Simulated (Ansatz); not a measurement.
**Blue phosphorene bilayer (AA') in a perpendicular field**

What dipole does a perpendicular field induce in the blue phosphorene bilayer (AA'), and does the gap follow? A positive field points along +c.

Main program and level: Ansatz 0.2.0; plane-wave DFT, PBE-D3(BJ), Ansatz PAW.

**1. The structure**

The cell holds 4 atoms: 4 P. Its edges and angles: a = 3.280 Å, b = 3.280 Å, c = 42.380 Å, α = 90.0°, β = 90.0°, γ = 120.0°. Regions: layer 1: blue phosphorene, 2 atoms (2 P); layer 2: blue phosphorene, 2 atoms (2 P). Vacuum lies along c.

**2. Relaxing the slab**

The starting cell is a guess, so the in-plane lattice and the atoms are relaxed first, with the slab cut off from its images along the normal.

input.yaml

```yaml
crystal:
  lattice:
    - [3.28, 0.0, 0.0]
    - [-1.64, 2.8405633244, 0.0]
    - [0.0, 0.0, 42.3799999985]
  atoms:
    - { symbol: P, position: [0.6666666667, 0.3333333333, 0.4329872582] }
    - { symbol: P, position: [0.3333333333, 0.6666666667, 0.4622463426] }
    - { symbol: P, position: [0.3333333333, 0.6666666667, 0.5377536574] }
    - { symbol: P, position: [0.6666666667, 0.3333333333, 0.5670127418] }
  periodic: [true, true, false]
kpoints:
  mp_grid: { grid: [12, 12, 1] }
hamiltonian:
  xc: pbe
  dispersion: d3bj
scf:
  occupations: { method: fermi_dirac, width: 0.05 }
  convergence: { dr2_threshold: 1.0e-09 }
relax:
  f_tol: 0.004
  max_steps: 90
  cell: {}
output:
  write_potential: true
  write_density: true
  volumetric_format: npy
```

Command:

```console
> ansatz run input.yaml --threads 2 --pin off --max-ram 4096MiB --backend cpu --events-out ev --progress --plain --runs-dir out
```

Numbers of over 12 decimals in the logs are rounded to 6 here.

The program printed:

```text
Warning: relax.cell: scf.convergence.dr2_threshold = 1e-9 eV is looser than the 1.62692628179e-10 eV advised for a relaxation that steers and ends on the stress (1e-10 eV for each atom of the cell: 4, times the square of relax.cell.stress_2d_tol = 0.05 N/m over 15.7 Å (the atoms' height at the walk's start and 5 Å past either face), 3.189e-2 GPa, over a crystal's default 0.05). What an SCF threshold leaves in a stress goes as its square root, and in the free energy as the threshold itself, and one threshold admits the most on a small cell: [figures from the program's tests cut] Set scf.convergence.dr2_threshold to 1.62692628179e-10 eV or tighter. [rest of the remark cut]
Engine: ansatz 0.2.0, x86_64-unknown-linux-gnu
Pseudopotentials: kind: paw
Pseudopotential: P, paw, valence charge 5, recommended cutoff 420 eV (normal), P.paw.azcp
Functional definition: PBE
  parameter kappa = 0.804
  parameter beta = 0.066725
  exchange = pbe_x(kappa = kappa, mu = beta*pi^2/3)
  correlation = pbe_c(beta = beta)
Crystal: 4 atoms, lattice volume = 394.856 Å³
Basis set: ecut = 420 eV, 7881 PW (Γ), exchange–correlation on 48×48×576 points (8 copies of the dense FFT grid, shifted against one another)
Bands: 14, of which v1, the nominal top of the filled ones, is band 10 counted from 1 (9 counted from 0)
Symmetry: 12 space group operations
Space group: P-6m2 (ITA 187), of the structure as read, at distance tolerance 7.3e-5 Å
k-points: 19 of 144 (time reversal used)
Non-local potential: P, projectors of the file, l = 0: 2, l = 1: 2, l = 2: 2
PAW form: soft (Blöchl's): semilocal exchange-correlation on the pseudo side does not see the compensation charge
PAW one-centre angular grid: P, 110 points (default); XC on 64 Gauss nodes
Initial density: superposition of atomic densities (neutral atoms: chi_scale 0, normalization atom), corrected by the library's trained network
Initial wavefunctions: pseudopotential atomic-orbital guess
Functional: x = pbe(κ = 0.804, μ = 0.219515), c = pbe(β = 0.066725)
SCF iter   1: F=—  HF=-3023.463046 eV  |F-HF|=—  |Δ(HF+E_count)|=         —  Δρ=1.33e-3  dr2=5.68e-2  ethr=1.77e-3  ⟨swp⟩=13.1  Hψ=2867  notcnv=0
preconditioner: auto → Resta (q_TF=auto, 1.660 Å⁻¹)  ε∞=1.9  [insulator: Δε(μ)=0.741 eV  Ē_g=8.738 eV  σ=0.050 eV  W_gap=1.00  n_scr=22 (ndim 8)  ℏωp=8.4 eV  f_vac=0.760  D(μ)=0.00/eV (n_scr^D=0)  ε∞_Penn≈1.9  vacuum switching on, ρ_ref=5.5e-3 e/Å³]
SCF iter   2: F=—  HF=-3023.463430 eV  |F-HF|=—  |Δ(HF+E_count)|=   3.84e-4  Δρ=1.69e-3  dr2=5.72e-2  ethr=2.84e-4  ⟨swp⟩=4.3  Hψ=724  notcnv=0
SCF iter   3: F=—  HF=-3023.456242 eV  |F-HF|=—  |Δ(HF+E_count)|=   7.19e-3  Δρ=5.70e-4  dr2=2.73e-3  ethr=2.84e-4  ⟨swp⟩=2.6  Hψ=455  notcnv=0
SCF iter   4: F=—  HF=-3023.456459 eV  |F-HF|=—  |Δ(HF+E_count)|=   2.17e-4  Δρ=1.56e-4  dr2=9.97e-5  ethr=1.36e-5  ⟨swp⟩=3.2  Hψ=575  notcnv=0
SCF iter   5: F=—  HF=-3023.456513 eV  |F-HF|=—  |Δ(HF+E_count)|=   5.43e-5  Δρ=3.82e-5  dr2=8.84e-6  ethr=4.98e-7  ⟨swp⟩=2.9  Hψ=544  notcnv=0
SCF iter   6: F=—  HF=-3023.456518 eV  |F-HF|=—  |Δ(HF+E_count)|=   4.75e-6  Δρ=8.59e-6  dr2=2.28e-7  ethr=4.42e-8  ⟨swp⟩=3.2  Hψ=597  notcnv=0
SCF iter   7: F=—  HF=-3023.456527 eV  |F-HF|=—  |Δ(HF+E_count)|=   8.73e-6  Δρ=1.39e-6  dr2=9.05e-9  ethr=1.14e-9  ⟨swp⟩=3.1  Hψ=573  notcnv=0
SCF iter   8: F=-3023.456527 eV  HF=-3023.456527 eV  |F-HF|=8.26e-10  |Δ(HF+E_count)|=   2.69e-8  Δρ=3.19e-7  dr2=4.07e-10  ethr=5.00e-12  ⟨swp⟩=12.9  Hψ=2404  notcnv=0
SCF 1 converged in 8 iterations: F = -3023.456527 eV  dr2 = 4.07e-10
  greatest PAW one-centre occupation: 0.821 electrons in one spin orbital (limit 2), on the P atom at site 2 (counted from 0), in its partial waves of l = 0
relax step   1: F+E_penalty+E_count = -3023.45652683 eV  Δ(F+E_penalty+E_count) = +0.000e0 eV  max|allowed force component| = 4.383e-1 eV/Å  Δτ_max = 0.0000 Å  P = -1.377 N/m  Ω = 394.856 Å³  fix = [c, alpha, beta]  reactions: c -0.000 N/m  (8 SCF iters, accepted)
Crystal: 4 atoms, lattice volume = 392.515 Å³
Basis set: ecut = 420 eV, 7797 PW (Γ), exchange–correlation on 48×48×576 points (8 copies of the dense FFT grid, shifted against one another)
Initial density: handed on by an earlier stage of this run
Initial wavefunctions: those handed on with the density
iter 1 solved again at ethr=4.97e-4 eV; its pass at ethr=3.10e-3 eV (dr2=9.93e-2 eV) is discarded
SCF iter   1: F=—  HF=-3023.579968 eV  |F-HF|=—  |Δ(HF+E_count)|=         —  Δρ=6.90e-3  dr2=9.98e-2  ethr=4.97e-4  ⟨swp⟩=1.8  Hψ=3305  notcnv=0
preconditioner: auto → Resta (q_TF=auto, 1.661 Å⁻¹)  ε∞=1.9  [insulator: Δε(μ)=1.211 eV  Ē_g=8.791 eV  σ=0.050 eV  W_gap=1.00  n_scr=22 (ndim 8)  ℏωp=8.4 eV  f_vac=0.745  D(μ)=0.00/eV (n_scr^D=0)  ε∞_Penn≈1.9  vacuum switching on, ρ_ref=5.6e-3 e/Å³]
SCF iter   2: F=—  HF=-3023.576993 eV  |F-HF|=—  |Δ(HF+E_count)|=   2.97e-3  Δρ=3.47e-3  dr2=3.08e-2  ethr=4.97e-4  ⟨swp⟩=2.6  Hψ=411  notcnv=0
SCF iter   3: F=—  HF=-3023.585696 eV  |F-HF|=—  |Δ(HF+E_count)|=   8.70e-3  Δρ=1.79e-3  dr2=6.55e-2  ethr=1.54e-4  ⟨swp⟩=3.5  Hψ=607  notcnv=0
SCF iter   4: F=—  HF=-3023.577935 eV  |F-HF|=—  |Δ(HF+E_count)|=   7.76e-3  Δρ=2.66e-4  dr2=5.12e-4  ethr=1.54e-4  ⟨swp⟩=3.0  Hψ=477  notcnv=0
SCF iter   5: F=—  HF=-3023.577969 eV  |F-HF|=—  |Δ(HF+E_count)|=   3.37e-5  Δρ=9.57e-5  dr2=2.31e-4  ethr=2.56e-6  ⟨swp⟩=3.2  Hψ=594  notcnv=0
SCF iter   6: F=—  HF=-3023.577938 eV  |F-HF|=—  |Δ(HF+E_count)|=   3.08e-5  Δρ=4.01e-5  dr2=4.13e-5  ethr=1.15e-6  ⟨swp⟩=1.8  Hψ=355  notcnv=0
SCF iter   7: F=—  HF=-3023.577937 eV  |F-HF|=—  |Δ(HF+E_count)|=   1.24e-6  Δρ=3.88e-6  dr2=9.06e-8  ethr=2.07e-7  ⟨swp⟩=2.7  Hψ=490  notcnv=0
SCF iter   8: F=—  HF=-3023.577946 eV  |F-HF|=—  |Δ(HF+E_count)|=   9.47e-6  Δρ=2.18e-6  dr2=1.66e-7  ethr=4.53e-10  ⟨swp⟩=3.8  Hψ=711  notcnv=0
SCF iter   9: F=—  HF=-3023.577946 eV  |F-HF|=—  |Δ(HF+E_count)|=   2.09e-8  Δρ=4.67e-7  dr2=6.23e-9  ethr=4.53e-10  ⟨swp⟩=2.2  Hψ=386  notcnv=0
SCF iter  10: F=-3023.577946 eV  HF=-3023.577946 eV  |F-HF|=1.50e-10  |Δ(HF+E_count)|=  5.26e-10  Δρ=9.71e-8  dr2=1.92e-10  ethr=5.00e-12  ⟨swp⟩=12.1  Hψ=2272  notcnv=0
SCF 2 converged in 10 iterations: F = -3023.577946 eV  dr2 = 1.92e-10
  greatest PAW one-centre occupation: 0.819 electrons in one spin orbital (limit 2), on the P atom at site 2 (counted from 0), in its partial waves of l = 0
[...]
SCF iter   6: F=—  HF=-3023.562147 eV  |F-HF|=—  |Δ(HF+E_count)|=   1.34e-6  Δρ=1.48e-5  dr2=1.54e-6  ethr=7.71e-8  ⟨swp⟩=3.0  Hψ=589  notcnv=0
SCF iter   7: F=—  HF=-3023.562154 eV  |F-HF|=—  |Δ(HF+E_count)|=   6.41e-6  Δρ=3.38e-6  dr2=5.58e-8  ethr=7.69e-9  ⟨swp⟩=2.8  Hψ=513  notcnv=0
SCF iter   8: F=—  HF=-3023.562154 eV  |F-HF|=—  |Δ(HF+E_count)|=   2.26e-8  Δρ=7.62e-7  dr2=3.14e-9  ethr=2.79e-10  ⟨swp⟩=3.4  Hψ=612  notcnv=0
SCF iter   9: F=-3023.562154 eV  HF=-3023.562154 eV  |F-HF|=3.68e-11  |Δ(HF+E_count)|=   1.06e-9  Δρ=1.48e-7  dr2=1.27e-10  ethr=5.00e-12  ⟨swp⟩=11.6  Hψ=2237  notcnv=0
SCF 3 converged in 9 iterations: F = -3023.562154 eV  dr2 = 1.27e-10
  greatest PAW one-centre occupation: 0.820 electrons in one spin orbital (limit 2), on the P atom at site 2 (counted from 0), in its partial waves of l = 0
relax step   3: F+E_penalty+E_count = -3023.56215382 eV  Δ(F+E_penalty+E_count) = +1.579e-2 eV  max|allowed force component| = 6.610e-1 eV/Å  Δτ_max = 0.1594 Å  P = +1.263 N/m  Ω = 379.192 Å³  energy of the carried Pulay correction = +4.210e-4 eV  fix = [c, alpha, beta]  (9 SCF iters, rejected (line search))
[...]
relax step   4: F+E_penalty+E_count = -3023.59454417 eV  Δ(F+E_penalty+E_count) = -1.660e-2 eV  max|allowed force component| = 1.061e-1 eV/Å  Δτ_max = 0.0779 Å  P = -0.232 N/m  Ω = 388.386 Å³  energy of the carried Pulay correction = +1.719e-4 eV  fix = [c, alpha, beta]  reactions: c -0.000 N/m  (9 SCF iters, accepted)
[...]
relax step   5: F+E_penalty+E_count = -3023.59996932 eV  Δ(F+E_penalty+E_count) = -5.425e-3 eV  max|allowed force component| = 1.310e-2 eV/Å  Δτ_max = 0.0791 Å  P = -0.050 N/m  Ω = 387.963 Å³  energy of the carried Pulay correction = +1.832e-4 eV  fix = [c, alpha, beta]  reactions: c -0.000 N/m  (9 SCF iters, accepted)
[...]
relax step   6: F+E_penalty+E_count = -3023.60015499 eV  Δ(F+E_penalty+E_count) = -1.857e-4 eV  max|allowed force component| = 7.545e-3 eV/Å  Δτ_max = 0.0175 Å  P = +0.089 N/m  Ω = 387.263 Å³  energy of the carried Pulay correction = +2.020e-4 eV  fix = [c, alpha, beta]  reactions: c +0.000 N/m  (7 SCF iters, accepted)
[...]
relax step   7: F+E_penalty+E_count = -3023.60017893 eV  Δ(F+E_penalty+E_count) = -2.393e-5 eV  max|allowed force component| = 1.494e-3 eV/Å  Δτ_max = 0.0029 Å  P = -0.016 N/m  Ω = 387.766 Å³  energy of the carried Pulay correction = +1.885e-4 eV  fix = [c, alpha, beta]  reactions: c -0.000 N/m  (7 SCF iters, accepted)
Initial wavefunctions: pseudopotential atomic-orbital guess (no wavefunctions were taken with the density)
iter 1 solved again at ethr=7.18e-7 eV; its pass at ethr=3.10e-3 eV (dr2=1.44e-4 eV) is discarded
SCF iter   1: F=—  HF=-3023.600011 eV  |F-HF|=—  |Δ(HF+E_count)|=         —  Δρ=5.84e-6  dr2=1.36e-8  ethr=7.18e-7  ⟨swp⟩=5.3  Hψ=4247  notcnv=0
eigensolver tolerance schedule: the retry pair's looser diagonalisation over-reported the residual by 10550.73 of it (diagonalisation noise at an unbounded share of the residual, at the tolerance the schedule requests for it); recorded, not acted on — ethr = c·dr2/N_el stays at c = 1.0e-1
preconditioner: auto → Resta (q_TF=auto, 1.665 Å⁻¹)  ε∞=1.9  [insulator: Δε(μ)=1.522 eV  Ē_g=8.817 eV  σ=0.050 eV  W_gap=1.00  n_scr=22 (ndim 8)  ℏωp=8.4 eV  f_vac=0.739  D(μ)=0.00/eV (n_scr^D=0)  ε∞_Penn≈1.9  vacuum switching on, ρ_ref=5.6e-3 e/Å³]
SCF iter   2: F=—  HF=-3023.600022 eV  |F-HF|=—  |Δ(HF+E_count)|=   1.07e-5  Δρ=3.00e-6  dr2=3.67e-9  ethr=6.81e-11  ⟨swp⟩=5.6  Hψ=1047  notcnv=0
SCF iter   3: F=—  HF=-3023.600022 eV  |F-HF|=—  |Δ(HF+E_count)|=   3.36e-8  Δρ=8.04e-7  dr2=2.58e-9  ethr=5.00e-12  ⟨swp⟩=15.3  Hψ=2627  notcnv=0
SCF iter   4: F=—  HF=-3023.600022 eV  |F-HF|=—  |Δ(HF+E_count)|=   2.16e-9  Δρ=3.00e-7  dr2=1.75e-9  ethr=1.29e-11  ⟨swp⟩=2.2  Hψ=371  notcnv=0
SCF iter   5: F=-3023.600022 eV  HF=-3023.600022 eV  |F-HF|=1.61e-10  |Δ(HF+E_count)|=  6.96e-11  Δρ=1.22e-7  dr2=2.14e-10  ethr=5.00e-12  ⟨swp⟩=8.1  Hψ=1865  notcnv=0
SCF 8 converged in 5 iterations: F = -3023.600022 eV  dr2 = 2.14e-10
relax step   8: F+E_penalty+E_count = -3023.60002202 eV  Δ(F+E_penalty+E_count) = +1.569e-4 eV  max|allowed force component| = 1.544e-3 eV/Å  Δτ_max = 0.0000 Å  P = -0.022 N/m  Ω = 387.766 Å³  fix = [c, alpha, beta]  reactions: c -0.000 N/m  stress off target by 2.20e-2 N/m on what of the cell is left free  SCF on the basis re-selected at this cell (its energy is not comparable with the rows above)  (5 SCF iters)
basis re-selected at this cell: Δ(F+E_penalty+E_count) = +1.569e-4 eV, ΔP = -0.006 N/m vs the last step (what re-selecting the basis moved, of the pressure what is left beyond the Pulay correction that the steps carried, after the strain that the cell walked since its last selection, with what the two solves' SCF thresholds leave and, on support functions, any second-order correction that the steps lacked; it is no m [...]
WARN: The output density's exchange-correlation potential varies sharply where the density is thin. Do not read a vacuum level from v_tot or v_xc, or from such a field of the output density. On a cell that repeats whose density bears no net charge and no dipole along the vacuum's axis use v_es (v_loc + v_h of the components); under efield.dipole_correction with no amplitude use v_es + v_field, which holds any externa [...]
SCF converged after 5 iterations
Free energy (F): -3023.600022 eV
Harris-Foulkes:  -3023.600022 eV  (|F-HF|=1.61e-10)
Internal energy: -3023.600022 eV  (E = F + TS)
E sigma→0 (E₀):  -3023.600022 eV
Entropy (-TS):   -0.000000 eV (-0.000 meV/atom)
Fermi energy:    -5.093337 eV
--- Per-component energies (eV) ---
  E_band       = -228.135652
  E_kinetic    = 278.726882
  E_local      = -29977.336596  (includes V_loc(G=0)·N_el)
  E_nonlocal   = 136.111425
  E_hartree    = 14802.625415
  E_xc         = -244.264365
  E_vxc        = -240.707630  (∫ρ·V_xc dr)
  E_paw        = -2277.387549  (= ΣΔE_a)
  E_vpaw       = -30.179618  (= ΣTr[D̂ρ^β])
  E_aug_tail   = 0.000013  (compensation charges beyond the density's cutoff)
  E_ewald      = 14258.915781
  E_disp       = -0.991028  (pairwise vdW)
  E_smearing   = -0.000000  (= −TS)
  E_closure    = 0.000000  (closes the sum)
  Σ components = -3023.600022   (vs F -3023.600022, Δ=0.00e0)
--- Forces (eV/Å), atoms counted from 1 ---
  atom   1  P     -0.00000000     0.00000000    -0.00154360
  atom   2  P     -0.00000000    -0.00000000     0.00102692
  atom   3  P     -0.00000000    -0.00000000    -0.00102692
  atom   4  P     -0.00000000     0.00000000     0.00154360
  max |Σ_I F_I| component: 1.48e-16 eV/Å
--- 2D stress c σ (N/m, compression-positive) ---
       -0.021997       0.000000       0.000000
        0.000000      -0.021997       0.000000
        0.000000       0.000000       0.000000
  P = ½ c Tr σ = -0.0220 N/m
--- Band table (eV; the first three rows and the last of 19) ---
  k-point 0: bands = [... 6 lower, -6.2054, -6.1952, -6.1952, -6.1744, -2.1870, -2.1870, -2.1783, -2.1574]
  k-point 1: bands = [... 6 lower, -7.0137, -6.4637, -6.4530, -6.1126, -2.5016, -2.4552, -1.8624, -1.8284]
  k-point 2: bands = [... 6 lower, -7.0180, -7.0066, -6.8242, -5.9697, -3.2116, -3.1276, -1.2227, -1.1697]
  k-point 18: bands = [... 6 lower, -8.1776, -7.9570, -7.8867, -7.6976, -4.2252, -3.9233, -1.0335, -0.9544]
  the weakly bound empty levels are not read free of the cell's end (no_gap_told)
--- Relaxed structure (7 steps of the walk, 6 accepted, 1 SCFs on fresh bases) ---
  F+E_penalty+E_count = -3023.60002202 eV   max|allowed force component| = 1.544e-3 eV/Å   (the final SCF, on the basis selected at the relaxed cell)
  cell:  # Å, volume = 387.7662 Å³
    - [3.250418, 0.0, 0.0]
    - [-1.625209, 2.814944, 0.0]
    - [0.0, 0.0, 42.3799999985]
  atoms:
    - { symbol: P, position: [0.666667, 0.333333, 0.424344] }
    - { symbol: P, position: [0.333333, 0.666667, 0.453750] }
    - { symbol: P, position: [0.333333, 0.666667, 0.546250] }
    - { symbol: P, position: [0.666667, 0.333333, 0.575656] }
```

Run time: 1.9 min. Hardware: 2 threads of Intel Xeon at 2.50GHz (Skylake/Cascade Lake), shared host; peak memory 0.56 GiB; 3.4 min of CPU time.

Step by step:

```csv
step,energy less that of the first step (eV),largest force component (eV/Å),volume (Å³)
1,0.0000,0.4383,394.86
2,-0.1214,0.1010,392.51
3,-0.1056,0.6610,379.19
4,-0.1380,0.1061,388.39
5,-0.1434,0.0131,387.96
6,-0.1436,0.0075,387.26
7,-0.1437,0.0015,387.77
8*,-0.1435,0.0015,387.77
```

Relaxation steps marked * repeat the geometry before them on a plane-wave basis chosen anew for their cell, so energy and pressure can jump there. Relaxation step 3 was tried and not accepted.

The run keeps the 12 symmetry operations that it works with, so distortions that break them were not tested.

```csv
cell as run,before,after,change
a (Å),3.280,3.250,-0.9 %
b (Å),3.280,3.250,-0.9 %
```

The atoms that moved most (Å, along periodic axes as changes of fractional coordinates times the final cell, across vacuum about the mean position):

```csv
atom,dx,dy,dz,length
P4,0.000,0.000,0.366,0.366
P1,0.000,0.000,-0.366,0.366
P2,0.000,0.000,-0.360,0.360
P3,0.000,0.000,0.360,0.360
```

The relaxed structure:

```xyz
4
Lattice="3.2504 0.0000 0.0000 -1.6252 2.8149 0.0000 0.0000 0.0000 42.3800" Properties=species:S:1:pos:R:3
P     1.6252    0.9383   17.9837
P     0.0000    1.8766   19.2299
P     0.0000    1.8766   23.1501
P     1.6252    0.9383   24.3963
```

The lattice constant a goes from 3.280 to 3.250 Å.

(Continued in part 2 of 3.)

[Logs are printed without paths, hosts, clocks, repeated set-up lines and the standing remarks that a program may print on its own settings, such as how far it seeks lower states.]

[Hosts, paths, dates, database ids (printed as entryN), source tags and the programs' standing remarks are cut or masked in the printed files.]

[Maps of the electrostatic potential energy from Ansatz leave out the sawtooth potential of an applied field or a dipole correction, so their vacuum need not be flat; planar profiles and work functions include it.]
